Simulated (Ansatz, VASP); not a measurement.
BAs in VASP and in Ansatz

```
B As
1.0
     0.00000    2.43535    2.43535
     2.43535    0.00000    2.43535
     2.43535    2.43535    0.00000
B As
1 1
Direct
  0.00000 0.00000 0.00000
  0.75000 0.75000 0.75000
```

Change from the starting cell: volume scaled by 1.06.

Alike in both runs: task single point; functional PBE; k mesh 15 × 15 × 15; occupations fermi-dirac, width 0.03 eV; no spin polarisation.

```csv
,VASP,Ansatz
version,VASP 6.6.1,Ansatz 0.2.0
potentials or method,"VASP PAW PBE potentials, release 64 (B, As), cutoff 520 eV","all-electron LAPW, scalar-relativistic"
```

Ansatz gave:

```
gap on the k mesh at the Fermi level (eV) : 1.24
pressure (GPa)                            : -4.6
```

Question: Estimate VASP's values.

Answer: gap on the k mesh at the Fermi level (eV): 1.23; pressure (GPa): -4.1.

Ansatz ran all-electron here, so the differences hold the error of VASP's frozen core and of both bases.

Caveats: an odd mesh through Γ misses points on the zone boundary, where band edges often lie.
